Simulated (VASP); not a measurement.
# Bi: electric field gradients, 5 variants

Bi, R-3m (no. 166), 2 atoms in the cell. PBE, electric field gradients; PAW potentials Bi_d (PBE set).

| Cell | Vzz of the first element (V/Å²) | Time (s) |
|---|---|---|
| as given | -36.46 | 58 |
| last atom moved along z (Å) = 0.01 | -33.26 | 66 |
| last atom moved along z (Å) = 0.02 | -30.07 | 59 |
| last atom moved along z (Å) = 0.05 | -20.54 | 52 |
| last atom moved along z (Å) = 0.1 | -4.73 | 61 |

## Input of the first row

INCAR:
```
ALGO     = Normal         # electronic algorithm
EDIFF    = 1E-7           # SCF threshold, eV
ENCUT    = 400            # plane-wave cutoff, eV
GGA      = PE             # functional
ISMEAR   = 1              # smearing method
KPAR     = 2            
LASPH    = T              # aspherical terms in the spheres
LCHARG   = F              # write CHGCAR
LEFG     = T            
LREAL    = F              # projectors in reciprocal space
LWAVE    = F              # write WAVECAR
NELM     = 120            # most SCF steps
PREC     = Accurate       # precision mode
QUAD_EFG = -516         
SIGMA    = 0.1            # smearing width, eV
```

KPOINTS:
```
k-points
0
Gamma
  12 12 12
```

POSCAR:
```
Bi
1.0
    2.2675000000      1.3091417354      3.9380000000
   -2.2675000000      1.3091417354      3.9380000000
    0.0000000000     -2.6182834708      3.9380000000
Bi
2
Direct
    0.7660000000      0.7660000000      0.7660000000
    0.2340000000      0.2340000000      0.2340000000
```

Commands:
```
cat potpaw_PBE.64/Bi_d/POTCAR > POTCAR
mpirun -np 2 vasp_std > vasp.out
```

VASP 6.6.1 took 58 s on 2 cores (Intel Xeon Platinum 8488C (Sapphire Rapids)), a shared host.
